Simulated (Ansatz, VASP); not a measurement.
## Two plane-wave programs on Fe

```
CELL_PARAMETERS angstrom
-1.44300 1.44300 1.44300
1.44300 -1.44300 1.44300
1.44300 1.44300 -1.44300
ATOMIC_POSITIONS crystal
Fe 0.00000 0.00000 0.00000
```

Alike in both runs: task single point; functional PBE; k mesh 12 × 12 × 12; occupations fermi-dirac, width 0.05 eV; collinear spin.

|  | VASP | Ansatz |
| --- | --- | --- |
| version | VASP 6.6.1 | Ansatz 0.2.0 |
| potentials or method | VASP PAW PBE potentials, release 64 (Fe) | PAW with Ansatz's default frozen-core files, scalar-relativistic |
| plane-wave cutoff (eV) | 520 | 420 |
| valence electrons in the cell | 8 | 16 |

Ansatz gave:

```
pressure (GPa)                                                : -9.0
net moment per atom (μB)                                      : 2.29
size of the moment on the site where the two differ most (μB) : 2.35
```

Q: Which values does VASP return?

A: Pressure (GPa): -8.7; net moment per atom (μB): 2.32; size of the moment on the site where the two differ most (μB): 2.33.

Site moments also hang on the region over which each program counts them. The two sets of potentials don't hold the same shells in valence.
